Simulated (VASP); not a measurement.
# GaP (F-43m) in VASP: notebook, part 2 of 2

VASP 6.6.1.

## Step 5: Band structure, r2SCAN-EpsX

File POSCAR:

```
GaP
1.0
    0.0000000000      2.7252500000      2.7252500000
    2.7252500000      0.0000000000      2.7252500000
    2.7252500000      2.7252500000      0.0000000000
Ga P
1 1
Direct
    0.0000000000      0.0000000000      0.0000000000
    0.7500000000      0.7500000000      0.7500000000
```

File INCAR.step1:

```
PREC     = Accurate       # precision mode
ENCUT    = 520            # plane-wave cutoff, eV
EDIFF    = 1E-8           # SCF threshold, eV
ISMEAR   = 0              # smearing method
SIGMA    = 0.02           # smearing width, eV
LREAL    = F              # projectors in reciprocal space
LASPH    = T              # aspherical terms in the spheres
NELM     = 80             # most SCF steps
ALGO     = Normal         # electronic algorithm
ISIF     = 2              # what is computed and relaxed
LWAVE    = F              # write WAVECAR
LCHARG   = F              # write CHGCAR
GGA      = PE             # functional
LEPSILON = T              # dielectric tensor by DFPT
KPAR     = 4
```

File KPOINTS.step1:

```
Automatic mesh
0
G
  8 8 8
  0 0 0
```

File INCAR.step2:

```
PREC     = Accurate       # precision mode
ENCUT    = 520            # plane-wave cutoff, eV
EDIFF    = 1E-5           # SCF threshold, eV
ISMEAR   = 0              # smearing method
SIGMA    = 0.02           # smearing width, eV
LREAL    = F              # projectors in reciprocal space
LASPH    = T              # aspherical terms in the spheres
NELM     = 80             # most SCF steps
ALGO     = Normal         # electronic algorithm
ISIF     = 2              # what is computed and relaxed
LWAVE    = T              # write WAVECAR
LCHARG   = F              # write CHGCAR
GGA      = PE             # functional
KPAR     = 4
```

File KPOINTS.step2:

```
regular mesh
0
Gamma
  6 6 6
```

File INCAR.step3:

```
PREC     = Accurate       # precision mode
ENCUT    = 520            # plane-wave cutoff, eV
EDIFF    = 1E-6           # SCF threshold, eV
ISMEAR   = 0              # smearing method
SIGMA    = 0.02           # smearing width, eV
LREAL    = F              # projectors in reciprocal space
LASPH    = T              # aspherical terms in the spheres
NELM     = 80             # most SCF steps
ALGO     = Normal         # electronic algorithm
ISIF     = 2              # what is computed and relaxed
LWAVE    = F              # write WAVECAR
LCHARG   = F              # write CHGCAR
METAGGA  = R2SCAN         # meta-GGA
LHFCALC  = T              # exact exchange
AEXX     = 0.0895         # exact-exchange fraction
LMIXTAU  = T            
PRECFOCK = Fast         
HFRCUT   = -1           
ISTART   = 1            
KPAR     = 4
```

File KPOINTS.step3:

```
regular mesh
0
Gamma
  6 6 6
```

File KPOINTS_OPT:

```
path GXWKGLUWLK,UX
12
line-mode
reciprocal
 0.0000000000  0.0000000000  0.0000000000  G
 0.5000000000  0.0000000000  0.5000000000  X

 0.5000000000  0.0000000000  0.5000000000  X
 0.5000000000  0.2500000000  0.7500000000  W

 0.5000000000  0.2500000000  0.7500000000  W
 0.3750000000  0.3750000000  0.7500000000  K

 0.3750000000  0.3750000000  0.7500000000  K
 0.0000000000  0.0000000000  0.0000000000  G

 0.0000000000  0.0000000000  0.0000000000  G
 0.5000000000  0.5000000000  0.5000000000  L

 0.5000000000  0.5000000000  0.5000000000  L
 0.6250000000  0.2500000000  0.6250000000  U

 0.6250000000  0.2500000000  0.6250000000  U
 0.5000000000  0.2500000000  0.7500000000  W

 0.5000000000  0.2500000000  0.7500000000  W
 0.5000000000  0.5000000000  0.5000000000  L

 0.5000000000  0.5000000000  0.5000000000  L
 0.3750000000  0.3750000000  0.7500000000  K

 0.6250000000  0.2500000000  0.6250000000  U
 0.5000000000  0.0000000000  0.5000000000  X
```

Potentials or basis: VASP PAW PBE potentials, release 64 (Ga_d, P).

Run with:

```console
cat potpaw_PBE.64/Ga_d/POTCAR potpaw_PBE.64/P/POTCAR > POTCAR
cp INCAR.step1 INCAR
cp KPOINTS.step1 KPOINTS
mpirun -np 4 vasp_std > vasp.out
cp INCAR.step2 INCAR
cp KPOINTS.step2 KPOINTS
mpirun -np 4 vasp_std > vasp.out
cp INCAR.step3 INCAR
cp KPOINTS.step3 KPOINTS
mpirun -np 4 vasp_std > vasp.out
```

OUTCAR:

```text
PREC = Accurate
   ENCUT = 520
   EDIFF = 1E-6
   ISMEAR = 0
   LREAL = F
   LASPH = T
   NELM = 80
   ISIF = 2
   METAGGA = R2SCAN
   LHFCALC = T
   AEXX = 0.0895
   PRECFOCK = Fast
   ISTART = 1

 ion  position               nearest neighbor table
   1  0.000  0.000  0.000-   2 2.36   2 2.36   2 2.36   2 2.36
   2  0.750  0.750  0.750-   1 2.36   1 2.36   1 2.36   1 2.36

  LATTYP: Found a face centered cubic cell.
 ALAT       =     5.4505000000

  Lattice vectors:

 A1 = (   0.0000000000,   2.7252500000,   2.7252500000)
 A2 = (   2.7252500000,   0.0000000000,   2.7252500000)
 A3 = (   2.7252500000,   2.7252500000,   0.0000000000)

Analysis of symmetry for initial positions (statically):
=====================================================================
 Subroutine PRICEL returns:
 Original cell was already a primitive cell.

 Routine SETGRP: Setting up the symmetry group for a
 face centered cubic supercell.

 Subroutine GETGRP returns: Found 24 space group operations
 (whereof 24 operations were pure point group operations)
[... 174 lines left out ...]
      1     -11.6606      2.00000
      2     -11.6606      2.00000
      3     -11.6606      2.00000
      4     -11.5491      2.00000
      5     -11.5491      2.00000
      6      -9.2271      2.00000
      7       4.2260      2.00000
      8       4.2260      2.00000
      9       4.2260      2.00000
     10       7.0556      0.00000
     11       8.9206      0.00000
     12       8.9207      0.00000
     13       8.9207      0.00000
[... 226 lines left out ...]
  band No.  band energies     occupation
      1     -11.7629      2.00000
      2     -11.6130      2.00000
      3     -11.5974      2.00000
      4     -11.5709      2.00000
      5     -11.5358      2.00000
      6      -5.9887      2.00000
      7      -2.7886      2.00000
      8       0.6071      2.00000
      9       0.7412      2.00000
     10       8.4770      0.00000
     11       8.7356      0.00000
     12      12.8909      0.00000
     13      12.9128      0.00000

------------------------ aborting loop because EDIFF is reached ----------------------------------------

  FORCE on cell =-STRESS in cart. coord.  units (eV):
  Direction    XX          YY          ZZ          XY          YZ          ZX
  --------------------------------------------------------------------------------------
  -------------------------------------------------------------------------------------
  Total       -0.0809710     -0.0809710     -0.0809710     -0.0000000      0.0000000      0.0000000
  in kB       -3.2047254     -3.2047254     -3.2047254     -0.0000000      0.0000000      0.0000000
  external PRESSURE =      -3.2047254 kB  Pullay stress =       0.0000000 kB

 VOLUME and BASIS-vectors are now :
 -----------------------------------------------------------------------------
  energy-cutoff  :      520.00
  volume of cell :       40.48
      direct lattice vectors                 reciprocal lattice vectors
     0.000000000  2.725250000  2.725250000    -0.183469406  0.183469406  0.183469406
     2.725250000  0.000000000  2.725250000     0.183469406 -0.183469406  0.183469406
     2.725250000  2.725250000  0.000000000     0.183469406  0.183469406 -0.183469406

 POSITION                                       TOTAL-FORCE (eV/Angst)
 -----------------------------------------------------------------------------------
      0.00000      0.00000      0.00000         0.000000      0.000000      0.000000
      4.08788      4.08788      4.08788        -0.000000     -0.000000     -0.000000
 -----------------------------------------------------------------------------------
    total drift:                               -0.000060     -0.000009     -0.000030

  FREE ENERGIE OF THE ION-ELECTRON SYSTEM (eV)
  ---------------------------------------------------
  free  energy   TOTEN  =       -21.2997396100 eV

  energy  without entropy=      -21.2997396100  energy(sigma->0) =      -21.29973961
```

OUTCAR.step1:

```text
PREC = Accurate
   ENCUT = 520
   EDIFF = 1E-8
   ISMEAR = 0
   LREAL = F
   LASPH = T
   NELM = 80
   ISIF = 2
   GGA = PE
   LEPSILON = T

 ion  position               nearest neighbor table
[... 666 lines left out ...]
  x     0.00000     0.00000     0.00000     0.00000     0.81662     0.00000
  y     0.00000     0.00000    -0.00000     0.00000     0.00000     0.81662
  z     0.00000     0.00000     0.00000     0.81662     0.00000     0.00000

 BORN EFFECTIVE CHARGES (including local field effects) (in |e|, cummulative output)
 ---------------------------------------------------------------------------------
 ion    1
    1     2.22311     0.00000     0.00000
    2     0.00000     2.22311     0.00000
    3     0.00000     0.00000     2.22311
 ion    2
    1    -2.22311     0.00000    -0.00000
    2    -0.00000    -2.22311     0.00000
    3     0.00000    -0.00000    -2.22311
```

OUTCAR.step2:

```text
PREC = Accurate
   ENCUT = 520
   EDIFF = 1E-5
   ISMEAR = 0
   LREAL = F
   LASPH = T
[... 467 lines left out ...]
 -----------------------------------------------------------------------------------
      0.00000      0.00000      0.00000        -0.000000      0.000000      0.000000
      4.08788      4.08788      4.08788         0.000000     -0.000000     -0.000000
 -----------------------------------------------------------------------------------
    total drift:                               -0.000002     -0.000002     -0.000002

  FREE ENERGIE OF THE ION-ELECTRON SYSTEM (eV)
  ---------------------------------------------------
  free  energy   TOTEN  =        -9.1023674156 eV

  energy  without entropy=       -9.1023674156  energy(sigma->0) =       -9.10236742
```

Wall time 14 min (4 MPI ranks of AMD EPYC 9R45 (Zen 5), shared host); peak memory 0.26 GiB.

Results:

- Free energy: -21.2997 eV
- Pressure: -0.3 GPa
- Band gap on the k mesh: 2.33 eV, indirect (least direct gap 2.83 eV)
- Band gap along the path: 2.29 eV, indirect (least direct gap 2.83 eV)

Levels at the corners of the path, in eV from the valence-band top:
```
point  band 7  band 8  band 9  band 10  band 11  band 12
    Γ    0.00    0.00    0.00     2.83     4.69     4.69
    X   -7.18   -2.89   -2.89     2.33     2.55    12.02
    X   -7.18   -2.89   -2.89     2.33     2.55    12.02
    W   -6.95   -3.84   -3.65     5.53     5.89     7.08
    W   -6.95   -3.84   -3.65     5.53     5.89     7.08
    K   -6.95   -4.21   -2.43     2.92     5.72     9.40
    K   -6.95   -4.21   -2.43     2.92     5.72     9.40
    Γ    0.00    0.00    0.00     2.83     4.69     4.69
    Γ    0.00    0.00    0.00     2.83     4.69     4.69
    L   -7.08   -1.21   -1.21     2.51     5.57     5.57
    L   -7.08   -1.21   -1.21     2.51     5.57     5.57
    U   -6.95   -4.21   -2.43     2.92     5.72     9.40
    U   -6.95   -4.21   -2.43     2.92     5.72     9.40
    W   -6.95   -3.84   -3.65     5.53     5.89     7.08
    W   -6.95   -3.84   -3.65     5.53     5.89     7.08
    L   -7.08   -1.21   -1.21     2.51     5.57     5.57
    L   -7.08   -1.21   -1.21     2.51     5.57     5.57
    K   -6.95   -4.21   -2.43     2.92     5.72     9.40
    U   -6.95   -4.21   -2.43     2.92     5.72     9.40
    X   -7.18   -2.89   -2.89     2.33     2.55    12.02
```

Caveat: the PAW data sets were made with another functional, which shifts forces and pressure a little.

## Step 6: For comparison

An earlier run on the cell as given: functional PBE; potentials or basis VASP PAW PBE potentials, release 64 (Ga_d, P); cutoff 520 eV; k mesh 8 × 8 × 8; occupations fermi-dirac, width 0.05 eV; no spin polarisation.

* Pressure: 2.5 GPa
* Band gap on the k mesh: 1.64 eV, indirect (least direct gap 1.83 eV)

## Step 7: Summary

```csv
task,level,k mesh,smearing,ladder,grid for exact exchange (PRECFOCK),screening parameter,exchange at q = 0,share of exact exchange,gap on the mesh (eV),pressure (GPa)
band structure,HSE06,6 × 6 × 6,gaussian 0.02 eV,gaps,Fast,0.2 1/A,-,-,2.31,0.6
band structure,HSE03,6 × 6 × 6,gaussian 0.02 eV,gaps,Fast,-,-,-,2.13,0.8
band structure,PBE0,6 × 6 × 6,gaussian 0.02 eV,gaps,Fast,-,truncated,-,2.96,0.3
band structure,r2SCAN-EpsX,6 × 6 × 6,gaussian 0.02 eV,gaps,Fast,-,truncated,0.0895,2.33,-0.3
single point,PBE,8 × 8 × 8,fermi-dirac 0.05 eV,-,-,-,-,-,1.64,2.5
```

Alike in all rows: potentials or basis VASP PAW PBE potentials, release 64 (Ga_d, P); no spin polarisation; cell as given; cutoff (eV) 520.

On the cell as given the gap runs from 1.64 eV (PBE) to 2.94 eV (PBE0); the meshes differ, which moves gaps too. The pressure there spans -0.3 GPa (r2SCAN-EpsX) to 2.5 GPa (PBE); a positive pressure means that this level wants a larger cell, a negative one a smaller.

Caveats: the PAW data sets were made with another functional, which shifts forces and pressure a little (some runs).

Absolute energies hang on the potentials; compare differences alone.

## Step 8: Comparison with measurements

Step 2. Measured gap of GaP: 2.34 eV (indirect; 10 K; quoted in “Stacking defects in GaP nanowires: Electronic structure and optical properties”, 2018, arxiv:1810.01194). This calculation gives 2.28 eV (-0.06 eV). Spin-orbit coupling on Ga is left out. The value is that of HSE06, without temperature or zero-point motion.

Step 3. Measured gap of GaP: 2.34 eV (indirect; 10 K; quoted in “Stacking defects in GaP nanowires: Electronic structure and optical properties”, 2018, arxiv:1810.01194). This calculation gives 2.10 eV (-0.24 eV). Spin-orbit coupling on Ga is left out. The value is that of HSE03, without temperature or zero-point motion.

Step 4. Against the measured gap of GaP, 2.34 eV (indirect; 10 K; quoted in “Stacking defects in GaP nanowires: Electronic structure and optical properties”, 2018, arxiv:1810.01194), the calculated 2.94 eV is off by +0.60 eV. Spin-orbit coupling on Ga is left out. The value is that of PBE0, without temperature or zero-point motion.

Step 5. Measured gap of GaP: 2.34 eV (indirect; 10 K; quoted in “Stacking defects in GaP nanowires: Electronic structure and optical properties”, 2018, arxiv:1810.01194). This calculation gives 2.29 eV (-0.05 eV). Spin-orbit coupling on Ga is left out. The value is that of r2SCAN-EpsX, without temperature or zero-point motion.
